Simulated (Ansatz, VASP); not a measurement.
**One calculation of Te, two programs**

```
CELL_PARAMETERS angstrom
4.41342 0.00000 0.00000
-2.20671 3.82213 0.00000
0.00000 0.00000 5.92500
ATOMIC_POSITIONS crystal
Te 0.74500 0.00000 0.33333
Te 0.00000 0.74500 0.66667
Te 0.25500 0.25500 0.00000
```

Change from the starting cell: equal xx and yy strain of -1 %, PAW files.

Alike in both runs: task electric field gradients; functional LDA; k mesh 9 × 9 × 6; occupations fermi-dirac, width 0.08 eV; no spin polarisation.

```csv
,VASP,Ansatz
version,VASP 6.6.1,Ansatz 0.2.0
potentials or method,"VASP PAW LDA potentials, release 64 (Te)","PAW with Ansatz's default frozen-core files, scalar-relativistic"
plane-wave cutoff (eV),520,420
valence electrons in the cell,18,48
```

Ansatz gave:

```
pressure (GPa)                                                 : 0.5
largest component of the traceless stress (GPa)                : 0.56
rms of the force components (eV/Å)                             : 0.346
Vzz of the field gradient on the site that differs most (V/Å²) : -572.8
```

What did VASP give for the same quantities?

Pressure (GPa): 0.7; largest component of the traceless stress (GPa): 0.67; rms of the force components (eV/Å): 0.372; Vzz of the field gradient on the site that differs most (V/Å²): -547.8.

Atom by atom the forces differ by 0.025 eV/Å (rms over components). The two sets of potentials don't hold the same shells in valence. Ansatz warned: «gradients_without_spin_orbit».

Spin-orbit coupling is left out, which matters for the levels of Te.
